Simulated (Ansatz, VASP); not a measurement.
Two plane-wave programs on Cu

```xyz
1
Lattice="-1.4062 1.4062 1.4062 1.4062 -1.4062 1.4062 1.4062 1.4062 -1.4062" Properties=species:S:1:pos:R:3 pbc="T T T"
Cu    0.0000    0.0000    0.0000
```

Alike in both runs: task relaxation of cell and atoms; functional PBE; k mesh 16 × 16 × 16; occupations fermi-dirac, width 0.08 eV; no spin polarisation.

|  | VASP | Ansatz |
| --- | --- | --- |
| version | VASP 6.6.1 | Ansatz 0.2.0 |
| potentials or method | VASP PAW PBE potentials, release 64 (Cu) | PAW with Ansatz's default frozen-core files, scalar-relativistic |
| plane-wave cutoff (eV) | 600 | 420 |
| valence electrons in the cell | 11 | 19 |

|  | VASP | Ansatz | Ansatz less VASP |
| --- | --- | --- | --- |
| relaxed volume (Å³/atom) | 12.09 | 12.01 | -0.086 |
| relaxed cell length with the largest relative difference (Å) | 2.505 | 2.499 | -0.0059 |
| energy change over the relaxation (meV/atom) | -36 | -33 | +3.6 |

The two sets of potentials don't hold the same shells in valence.
